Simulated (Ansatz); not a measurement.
# ZnSe (Stilleite): the dielectric response by several routes

Wanted: ε∞ of ZnSe (Stilleite) from perturbation theory, a sum over states and the RPA step of G0W0, with cost.

Method: linear response on PBE, plane waves, PAW, in Ansatz 0.2.0.

## (1) Starting point

Symmetry: F-43m, No. 216, cubic system. Conventional cell: a = 5.668 Å, b = 5.668 Å, c = 5.668 Å, α = 90.00°, β = 90.00°, γ = 90.00°. Nearest to Zn lie 4 Se at 2.45 Å. Se has 4 Zn at 2.45 Å nearest. Farther neighbours and most contacts between anions are not listed.

The cell and positions come from the Crystallography Open Database and are kept as given unless a step says otherwise. The default PAW set here is soft_2. Its files were made with PBE.

## (2) Response to a homogeneous field

ε∞ sets how strongly the crystal screens. Perturbation theory gives it with local fields and without a sum over empty bands.

This step: dielectric response by perturbation theory, PBE, plane waves, PAW.

Input file input.yaml:

```yaml
crystal:
  lattice:
    - [0.0, 2.8338, 2.8338]
    - [2.8338, 0.0, 2.8338]
    - [2.8338, 2.8338, 0.0]
  atoms:
    - { symbol: Zn, position: [0.0, 0.0, 0.0] }
    - { symbol: Se, position: [0.25, 0.25, 0.25] }
kpoints:
  mp_grid: { grid: [6, 6, 6] }
hamiltonian:
  xc: pbe
scf:
  occupations: { method: fixed }
dielectric: {}
```

The run is started by

```
ansatz run input.yaml --threads 3 --pin off --max-ram 92160MiB --backend cuda --events-out ev --progress --plain --runs-dir out --devices 1 --max-vram 13GiB
```

Numbers of over 12 decimals in the logs are rounded to 6 here.

Output:

```text
GPUs: using 1 of 1 available (devices: 1).
Engine: ansatz 0.2.0, x86_64-unknown-linux-gnu
Pseudopotentials: kind: paw
Pseudopotential: Zn, paw, valence charge 12, recommended cutoff 420 eV (normal), Zn.paw.azcp
Pseudopotential: Se, paw, valence charge 16, recommended cutoff 420 eV (normal), Se.paw.azcp
Functional definition: PBE
  parameter kappa = 0.804
  parameter beta = 0.066725
  exchange = pbe_x(kappa = kappa, mu = beta*pi^2/3)
  correlation = pbe_c(beta = beta)
device memory: the entry about to start is reckoned to put 1.1 GiB on a device that reports 47.9 GiB free (of which the cap on the GPU budget leaves the run 13.0 GiB)
GPU FFT provider: cuFFT
GPU libraries: cuBLAS 13.8.2, cuFFT 12.4.0, cuSOLVER 12.3.4
Crystal: 2 atoms, lattice volume = 45.513 Å³
Basis set: ecut = 420 eV, 893 PW (Γ), exchange–correlation on 54×54×54 points (8 copies of the dense FFT grid, shifted against one another)
Bands: 18, of which v1, the nominal top of the filled ones, is band 14 counted from 1 (13 counted from 0)
Symmetry: 24 space group operations
k-points: 46 of 216 (irreducible under 4 space group operations, time reversal used)
Non-local potential: Zn, projectors of the file, l = 0: 2, l = 1: 2, l = 2: 3, l = 3: 1
Non-local potential: Se, projectors of the file, l = 0: 2, l = 1: 2, l = 2: 3, l = 3: 1
PAW form: soft (Blöchl's): semilocal exchange-correlation on the pseudo side does not see the compensation charge
PAW one-centre angular grid: Zn, 590 points (default); XC on 64 Gauss nodes
PAW one-centre angular grid: Se, 590 points (default); XC on 64 Gauss nodes
Initial density: superposition of atomic densities (neutral atoms: chi_scale 0, normalization atom), corrected by the library's trained network
Initial wavefunctions: pseudopotential atomic-orbital guess
GPU buffer pool allocated for 19683 grid points (all kernels)
GPU transforms: local potential and band sums: pruned to the plane-wave sphere, on 27×27×27
Functional: x = pbe(κ = 0.804, μ = 0.219515), c = pbe(β = 0.066725)
SCF iter   1: F=—  HF=-8789.521056 eV  |F-HF|=—  |Δ(HF+E_count)|=         —  Δρ=6.61e-4  dr2=2.75e-4  ethr=1.77e-3  ⟨swp⟩=5.0  Hψ=3816  notcnv=0  defer=86
preconditioner: auto → none  [insulator: Δε(μ)=1.281 eV  Ē_g=11.918 eV  n_scr=14 (ndim 8)  ℏωp=23.4 eV  f_vac=0.121  ε∞_Penn≈4.8]
SCF iter   2: F=—  HF=-8789.520992 eV  |F-HF|=—  |Δ(HF+E_count)|=   6.41e-5  Δρ=3.19e-4  dr2=2.40e-5  ethr=9.83e-7  ⟨swp⟩=2.0  Hψ=1934  notcnv=0  defer=86
SCF iter   3: F=—  HF=-8789.521009 eV  |F-HF|=—  |Δ(HF+E_count)|=   1.75e-5  Δρ=1.41e-4  dr2=4.29e-6  ethr=8.58e-8  ⟨swp⟩=2.0  Hψ=1266  notcnv=0  defer=82
SCF iter   4: F=—  HF=-8789.521078 eV  |F-HF|=—  |Δ(HF+E_count)|=   6.88e-5  Δρ=6.74e-5  dr2=7.10e-7  ethr=1.53e-8  ⟨swp⟩=2.0  Hψ=1196  notcnv=0
SCF iter   5: F=—  HF=-8789.521081 eV  |F-HF|=—  |Δ(HF+E_count)|=   3.04e-6  Δρ=1.69e-5  dr2=1.44e-7  ethr=2.54e-9  ⟨swp⟩=2.0  Hψ=1472  notcnv=0
SCF iter   6: F=—  HF=-8789.521081 eV  |F-HF|=—  |Δ(HF+E_count)|=   1.20e-7  Δρ=3.59e-6  dr2=3.91e-9  ethr=5.14e-10  ⟨swp⟩=2.0  Hψ=1472  notcnv=0
SCF iter   7: F=—  HF=-8789.521081 eV  |F-HF|=—  |Δ(HF+E_count)|=   9.79e-9  Δρ=6.42e-7  dr2=2.14e-10  ethr=1.40e-11  ⟨swp⟩=2.0  Hψ=1472  notcnv=0
SCF iter   8: F=-8789.521081 eV  HF=-8789.521081 eV  |F-HF|=0.00e0  |Δ(HF+E_count)|=  6.91e-11  Δρ=7.29e-8  dr2=1.58e-12  ethr=1.00e-12  ⟨swp⟩=5.2  Hψ=3158  notcnv=0
SCF 1 converged in 8 iterations: F = -8789.521081 eV  dr2 = 1.58e-12
  greatest PAW one-centre occupation: 1.000 electrons in one spin orbital (limit 2), on the Se atom at site 1 (counted from 0), in its partial waves of l = 2
the response reads at least the filled bands of the reference SCF and the lowest empty band at each k-point, and that SCF's band table does not vouch for those bands. The notice of the band table in this run's record says why
device memory: the entry about to start is reckoned to put 0.3 GiB on a device that reports 46.7 GiB free (of which the cap on the GPU budget leaves the run 13.0 GiB)
NSCF: frozen V_eff on 1 k-points
device memory: the entry about to start is reckoned to put 0.3 GiB on a device that reports 46.7 GiB free (of which the cap on the GPU budget leaves the run 13.0 GiB)
NSCF: frozen V_eff on 1 k-points
device memory: the entry about to start is reckoned to put 0.1 GiB on a device that reports 45.2 GiB free (of which the cap on the GPU budget leaves the run 13.0 GiB)
device memory: the entry about to start is reckoned to put 0.8 GiB on a device that reports 45.1 GiB free (of which the cap on the GPU budget leaves the run 13.0 GiB)
DFPT response loops at Γ: preconditioner auto → none (the input reference at scf.mixing.eps_inf says where Resta's filter doesn't serve); β = 0.50; Broyden in place of MSR1
── the response to a field inside a basis, on 8×8×8 k-points: an SCF that follows is theirs, and a resumed run solves both again ──
device memory: the entry about to start is reckoned to put 0.2 GiB on a device that reports 42.1 GiB free (of which the cap on the GPU budget leaves the run 13.0 GiB)
GPU FFT provider: cuFFT
GPU libraries: cuBLAS 13.8.2, cuFFT 12.4.0, cuSOLVER 12.3.4
Bands: 15, of which v1, the nominal top of the filled ones, is band 14 counted from 1 (13 counted from 0)
k-points: 60
Initial density: handed on by an earlier stage of this run
Initial wavefunctions: pseudopotential atomic-orbital guess (no wavefunctions were taken with the density)
GPU buffer pool allocated for 19683 grid points (all kernels)
GPU transforms: band sums: pruned to the plane-wave sphere, on 27×27×27
Eigensolver: Dense (60 Hₖ)
SCF iter   1: F=—  HF=-8789.525317 eV  |F-HF|=—  |Δ(HF+E_count)|=         —  Δρ=2.18e-4  dr2=2.98e-5  ethr=1.00e-1
preconditioner: auto → none  [insulator: Δε(μ)=1.387 eV  Ē_g=9.498 eV  n_scr=14 (ndim 8)  ℏωp=23.4 eV  f_vac=0.119  ε∞_Penn≈7.0]
SCF iter   2: F=—  HF=-8789.525306 eV  |F-HF|=—  |Δ(HF+E_count)|=   1.08e-5  Δρ=1.69e-4  dr2=6.37e-6  ethr=1.06e-7
SCF iter   3: F=—  HF=-8789.525307 eV  |F-HF|=—  |Δ(HF+E_count)|=   8.91e-7  Δρ=3.23e-5  dr2=4.14e-7  ethr=2.27e-8
SCF iter   4: F=—  HF=-8789.525307 eV  |F-HF|=—  |Δ(HF+E_count)|=   1.18e-8  Δρ=3.89e-5  dr2=4.17e-7  ethr=1.48e-9
SCF iter   5: F=-8789.525307 eV  HF=-8789.525307 eV  |F-HF|=3.73e-9  |Δ(HF+E_count)|=   1.18e-7  Δρ=3.84e-6  dr2=5.40e-9  ethr=1.48e-9
SCF 1 converged in 5 iterations: F = -8789.525307 eV  dr2 = 5.40e-9
device memory: the entry about to start is reckoned to put 0.1 GiB on a device that reports 42.1 GiB free (of which the cap on the GPU budget leaves the run 13.0 GiB)
device memory: the entry about to start is reckoned to put 1.2 GiB on a device that reports 42.2 GiB free (of which the cap on the GPU budget leaves the run 12.9 GiB)
DFPT response loops at Γ: mixed as the last ones told, above
SCF converged after 8 iterations
Free energy (F): -8789.521081 eV
Harris-Foulkes:  -8789.521081 eV  (|F-HF|=0.00e0)
Internal energy: -8789.521081 eV  (E = F + TS)
E sigma→0 (E₀):  -8789.521081 eV
Fermi energy:    6.781820 eV
--- Per-component energies (eV) ---
  E_band       = -381.337841
  E_kinetic    = 250.174527
  E_local      = -4391.044837  (includes V_loc(G=0)·N_el)
  E_nonlocal   = 18.363669
  E_hartree    = 2034.796526
  E_xc         = -241.519288
  E_vxc        = -150.313917  (∫ρ·V_xc dr)
  E_paw        = -3739.347943  (= ΣΔE_a)
  E_vpaw       = -178.109434  (= ΣTr[D̂ρ^β])
  E_aug_tail   = -0.000889  (compensation charges beyond the density's cutoff)
  E_ewald      = -2720.942845
  E_smearing   = -0.000000  (= −TS)
  E_closure    = 0.000000  (closes the sum)
  Σ components = -8789.521081   (vs F -8789.521081, Δ=0.00e0)
--- Band table (eV; the first three rows and the last of 46) ---
  k-point 0: bands = [... 10 lower, 0.6109, 6.7818, 6.7818, 6.7818, 8.0685, 12.5901, 12.5901, 12.5901]
  k-point 1: bands = [... 10 lower, 0.6092, 4.8772, 6.5293, 6.5293, 9.3310, 12.6562, 12.9923, 12.9923]
  k-point 2: bands = [... 10 lower, 0.6174, 2.7261, 6.1016, 6.1016, 9.4620, 13.2644, 13.2644, 14.3489]
  k-point 45: bands = [... 10 lower, 0.8536, 2.0411, 3.9483, 4.9045, 11.5645, 12.3432, 13.9125, 15.7713]
--- Dielectric response (ions clamped): 3 representative field directions + reference, inside a basis on a mesh of 512 k-points (Σ response iterations 15) ---
  ε∞ (high-frequency dielectric tensor):
        7.265654     0.000000     0.000000
        0.000000     7.265654     0.000000
        0.000000     0.000000     7.265654
  Born effective charges Z* (e; rows j = field, columns β = displacement):
    site 0:
         2.05293   -0.00000   -0.00000
        -0.00000    2.05293    0.00000
         0.00000    0.00000    2.05293
    site 1:
        -2.05293    0.00000    0.00000
         0.00000   -2.05293   -0.00000
        -0.00000   -0.00000   -2.05293
  Z* charge neutrality: 1.231e-4 e pre-enforcement
  solved inside a basis spanned on kpoints, on 8×8×8 k-points transformed towards the longest dipole: ε∞ is read to err by 1.9e-2, Z* by 1.7e-2 e (field_mesh: kpoints solves on kpoints); Z* is corrected for what the basis lacks
```

Wall time 22 s (1 × NVIDIA H100 80GB HBM3 (shared by 6 runs) with 3 threads of AMD EPYC 7R13 (Zen 3), shared host); peak memory 1.2 GiB; 30 s of CPU time.

This step gave:

```yaml
stated_error_of_eps_infinity: 0.019
```

One over ε∞ averages 0.14, under the quarter of exact exchange in PBE0, which by this rule of thumb may open the gap too far.

High-frequency dielectric tensor:

```
7.27 0.00 0.00
0.00 7.27 0.00
0.00 0.00 7.27
```

Born effective charge (e), principal values of the symmetric part by kind of site:

| atom | atoms with these values | low | middle | high | mean |
| --- | --- | --- | --- | --- | --- |
| Zn1 | 1 | 2.05 | 2.05 | 2.05 | 2.05 |
| Se2 | 1 | -2.05 | -2.05 | -2.05 | -2.05 |

In full for Se2:

```
-2.05  0.00  0.00
 0.00 -2.05  0.00
 0.00  0.00 -2.05
```

## (3) Independent-particle spectrum

The independent-particle spectrum shows where the oscillator strength lies, before excitons and local fields.

This step: independent-particle optics on PBE, plane waves, PAW.

input.yaml, the sections that differ from step 2:

```yaml
kpoints:
  mp_grid: { grid: [8, 8, 8] }
scf:
  occupations: { method: fixed }
  n_extra_bands: 31
output:
  optics: { e_range: [0, 25], de: 0.1, sigma: 0.2 }
# crystal, hamiltonian: as in step 2
# dielectric: removed
```

Output:

```text
[...]
GPUs: using 1 of 1 available (devices: 1).
[...]
GPU FFT provider: cuFFT
GPU libraries: cuBLAS 13.8.2, cuFFT 12.4.0, cuSOLVER 12.3.4
Crystal: 2 atoms, lattice volume = 45.513 Å³
Basis set: ecut = 420 eV, 893 PW (Γ)
Bands: 45, of which v1, the nominal top of the filled ones, is band 14 counted from 1 (13 counted from 0)
[... 1 set-up line as in the run before ...]
[...]
k-points: 29 of 512 (time reversal used)
[...]
GPU buffer pool allocated for 19683 grid points (all kernels)
[...]
SCF iter   1: F=—  HF=-8789.526313 eV  |F-HF|=—  |Δ(HF+E_count)|=         —  Δρ=7.99e-4  dr2=4.42e-4  ethr=1.77e-3  ⟨swp⟩=4.6  Hψ=4771  notcnv=0  defer=828
[...]
SCF iter   8: F=-8789.526291 eV  HF=-8789.526291 eV  |F-HF|=5.46e-12  |Δ(HF+E_count)|=  2.15e-10  Δρ=7.67e-8  dr2=2.09e-12  ethr=1.00e-12  ⟨swp⟩=10.5  Hψ=8372  notcnv=0
SCF 1 converged in 8 iterations: F = -8789.526291 eV  dr2 = 2.09e-12
[...]
Optics k sum: 0 of 29 k-points
Optics k sum: 2 of 29 k-points
[...]
Optics k sum: 29 of 29 k-points
[...]
SCF converged after 8 iterations
Free energy (F): -8789.526291 eV
[...]
Internal energy: -8789.526291 eV  (E = F + TS)
E sigma→0 (E₀):  -8789.526291 eV
Fermi energy:    6.778449 eV
[...]
--- Band table (eV; the first three rows and the last of 29) ---
  k-point 0: bands = [... 10 lower, 0.6112, 6.7784, 6.7784, 6.7784, 8.0665, 12.5892, 12.5892, 12.5892, ... 27 higher]
  k-point 1: bands = [... 10 lower, 0.6098, 5.4624, 6.6266, 6.6266, 9.0519, 12.5287, 12.8428, 12.8428, ... 27 higher]
  k-point 2: bands = [... 10 lower, 0.6113, 3.7350, 6.3019, 6.3019, 9.5267, 13.2210, 13.2210, 13.3432, ... 27 higher]
  k-point 28: bands = [... 10 lower, 0.9107, 2.0961, 4.0183, 4.1172, 12.2610, 12.3314, 13.7485, 14.4918, ... 27 higher]
```

Run time: 8.1 s. Hardware: 1 × NVIDIA H100 80GB HBM3 (shared by 6 runs) with 3 threads; peak memory 1.2 GiB.

This step gave:

| Property | Result |
| --- | --- |
| ε∞ without local fields (xx, yy, zz) | 7.662, 7.662, 7.662 |
| electrons in the f-sum (xx, yy, zz) | 11.57, 11.57, 11.57 |
| bands in the explicit sum (the static value is completed to all bands) | 45 |

The sum gives ε∞ = 7.66 without local fields.

Independent particles, no local fields, Gaussian width 0.2 eV. The ε₂, xx=yy=zz by photon energy; read off at these points:

| photon energy (eV) | ε₂, xx=yy=zz |
| --- | --- |
| 0.50 | 0 |
| 1.00 | 0.00916 |
| 1.50 | 0.804 |
| 2.00 | 1.38 |
| 2.50 | 1.81 |
| 3.00 | 2.78 |
| 3.50 | 7.61 |
| 3.60 | 7.95 |
| 4.00 | 6.92 |
| 4.50 | 6.12 |
| 5.00 | 7.78 |
| 5.40 | 19.3 |
| 5.50 | 18.0 |
| 6.00 | 8.99 |
| 6.50 | 6.23 |
| 7.00 | 9.08 |
| 7.50 | 7.01 |
| 8.00 | 4.96 |
| 8.50 | 3.78 |
| 9.00 | 2.71 |
| 9.50 | 2.14 |
| 10.00 | 2.35 |
| 10.50 | 1.93 |
| 11.00 | 1.35 |
| 11.50 | 1.34 |
| 12.00 | 1.23 |
| 12.50 | 0.944 |
| 13.00 | 0.897 |
| 13.50 | 0.769 |
| 14.00 | 0.576 |
| 14.50 | 0.524 |
| 15.00 | 0.498 |
| 15.50 | 0.467 |
| 16.00 | 0.538 |
| 16.50 | 0.491 |
| 17.00 | 0.441 |
| 17.50 | 0.365 |
| 18.00 | 0.366 |
| 18.50 | 0.354 |
| 19.00 | 0.405 |
| 19.50 | 0.368 |
| 20.00 | 0.359 |
| 20.50 | 0.376 |
| 21.00 | 0.320 |
| 21.50 | 0.299 |
| 22.00 | 0.251 |
| 22.50 | 0.230 |
| 23.00 | 0.212 |
| 23.50 | 0.210 |
| 24.00 | 0.212 |
| 24.50 | 0.200 |
| 25.00 | 0.200 |

Independent particles, no local fields, Gaussian width 0.2 eV. The loss function, xx=yy=zz by photon energy; read off at these points:

photon energy (eV), loss function, xx=yy=zz and a bar:
```
      1.0       0.00 
      2.0       0.02 
      3.0       0.02 
      4.0       0.07 #
      5.0       0.04 #
      6.0       0.10 #
      7.0       0.11 #
      8.0       0.14 ##
      9.0       0.20 ##
     10.0       0.30 ####
     11.0       0.37 #####
     12.0       0.50 ######
     13.0       0.73 #########
     14.0       1.05 #############
     15.0       1.85 #######################
     15.5       2.14 ###########################
     16.0       1.84 #######################
     17.0       2.20 ###########################
     17.4       2.41 ##############################
     18.0       1.96 ########################
     19.0       1.56 ###################
     20.0       1.37 #################
     21.0       1.45 ##################
     22.0       1.21 ###############
     23.0       0.83 ##########
     24.0       0.68 ########
     25.0       0.59 #######
```

## (4) RPA screening from the G0W0 run

Now the one-shot GW correction: screening in the RPA, then the self-energy of the levels asked for.

This step: G0W0 on PBE, plane waves, PAW.

input.yaml, the sections that differ from step 3:

```yaml
kpoints:
  mp_grid: { grid: [6, 6, 6] }
scf:
  occupations: { method: fixed }
gw:
  n_empty_bands: 292
  ecut_chi: 200.0
  qp_bands: [v2, c2]
  qp_kpoints: band_edges
  screening: { model: contour_deformation }
# crystal, hamiltonian: as in step 3
# output: removed
```

Output:

```text
GPUs: using 1 of 1 available (devices: 1).
[...]
GPU FFT provider: cuFFT
GPU libraries: cuBLAS 13.8.2, cuFFT 12.4.0, cuSOLVER 12.3.4
Crystal: 2 atoms, lattice volume = 45.513 Å³
Basis set: ecut = 420 eV, 893 PW (Γ)
Bands: 18, of which v1, the nominal top of the filled ones, is band 14 counted from 1 (13 counted from 0)
[... 1 set-up line as in the run before ...]
[...]
k-points: 16 of 216 (time reversal used)
[...]
1    16     12.6562    -7.6830    -4.4946   -12.2972  0.7711    12.7762    12.7758  root
[...]
12    13      4.5963   -18.3312     2.4311   -14.9114  0.7446     3.5618     3.6076  root
    12    14      4.5963   -18.3312     2.4311   -14.9114  0.7446     3.5618     3.6076  root
    12    15      9.7689    -7.0735    -3.6492   -10.6427  0.7959     9.6890     9.6889  root
    12    16     10.2461    -8.9882    -3.9494   -13.0504  0.7852    10.3592    10.3589  root
[key lines of the parts left out:]
SCF converged after 6 iterations
Free energy (F): -8789.521109 eV
Fermi energy:    6.781841 eV
```

Elapsed: 34 s, on 1 × NVIDIA H100 80GB HBM3 (shared by 6 runs) with 3 threads; peak memory 1.4 GiB; 49 s of CPU time.

Numbers from this step:

```yaml
bands_summed: 306
rpa_eps_infinity_on_this_mesh_eigenvalues: 8.526, 8.526, 8.526
plane_waves_in_the_screening_matrix: 283
g0w0_gap_on_the_mesh: 2.337 eV
k_of_the_valence_top: 0, 0, 0
k_of_the_conduction_bottom: 0, 0, 0
starting_gap_on_the_mesh: 1.287 eV
least_direct_g0w0_gap_on_the_computed_points: 2.337 eV
```

The gap on the mesh goes from 1.29 eV to 2.34 eV, a correction of +1.05 eV. Between the two edge states, bare exchange in place of the xc potential would open the gap by 6.94 eV, and correlation takes back 5.89 eV.

Mean over the mesh in bins of 0.25 1/Å. Static inverse dielectric function, diagonal against length of q+G:

| length of q+G (Å⁻¹) | static inverse dielectric function, diagonal |
| --- | --- |
| 0.34 | 0.191 |
| 0.58 | 0.244 |
| 1.03 | 0.375 |
| 1.26 | 0.442 |
| 1.50 | 0.510 |
| 2.01 | 0.643 |
| 2.26 | 0.698 |
| 2.50 | 0.741 |
| 2.99 | 0.810 |
| 3.25 | 0.840 |
| 3.49 | 0.865 |
| 3.99 | 0.907 |
| 4.25 | 0.923 |
| 4.50 | 0.936 |
| 5.00 | 0.956 |
| 5.25 | 0.963 |
| 5.51 | 0.969 |
| 6.01 | 0.978 |
| 6.26 | 0.981 |
| 6.51 | 0.985 |
| 7.00 | 0.989 |
| 7.18 | 0.991 |

## (5) The values together

Times are wall times on 1 × NVIDIA H100 80GB HBM3 (shared by 6 runs) with 3 threads of AMD EPYC 7R13 (Zen 3), shared host, good to a factor of about two.

| method | mesh | ε∞, low | middle | high | mean | time |
| --- | --- | --- | --- | --- | --- | --- |
| perturbation theory (local fields and xc kernel) | 6×6×6 (response on 512 points) | 7.27 | 7.27 | 7.27 | 7.27 | 22 s |
| sum over states (no local fields) | 8×8×8 | 7.66 | 7.66 | 7.66 | 7.66 | 8.1 s |
| RPA with local fields, on the GW mesh | 6×6×6 | 8.53 | 8.53 | 8.53 | 8.53 | 34 s |

## (6) Summary of results

```json
{
 "perturbation theory (local fields and xc kernel)": "7.27, 7.27, 7.27",
 "sum over states (no local fields)": "7.66, 7.66, 7.66",
 "RPA with local fields, on the GW mesh": "8.53, 8.53, 8.53"
}
```

Mean Born effective charge: Zn1 2.05, Se2 -2.05 e. Distinct peaks of the ε₂, xx=yy=zz stand at 5.4 and 7.0 eV; the one at 5.4 eV is strongest. The most distinct maxima of the loss function, xx=yy=zz lie at 15.5 and 17.4 eV, the highest at 17.4 eV. The sum without local fields gives 7.66 in the mean against 7.27 by perturbation theory; local fields lower ε∞ and the xc kernel gives part of it back, though the sum also carries the error of its own mesh. The RPA values on the 6×6×6 mesh average 1.17 times those of perturbation theory (means 8.53 and 7.27). Without the xc kernel RPA should lie a little lower; it lies higher here. Perturbation theory sums its response on a denser mesh of its own, so the coarser sum of the GW run is the likely cause. PBE usually puts the gap too low, which tends to raise ε∞. Ions are clamped, so the lattice part of the static constant is not in these numbers.

[Paths, hosts, dates, memory and timing lines, banners, echoed tables and standing remarks are left out of the program output.]

[Logs are printed without paths, hosts, clocks, repeated set-up lines and the standing remarks that a program may print on its own settings, such as how far it seeks lower states.]

[Runs of the session that timed out or met a known fault of the program may be left out.]

[Cells called generated may have been cut or substituted from an entry of the Crystallography Open Database or the Materials Project.]

[Hosts, paths, dates, database ids (printed as entryN), source tags and the programs' standing remarks are cut or masked in the printed files.]
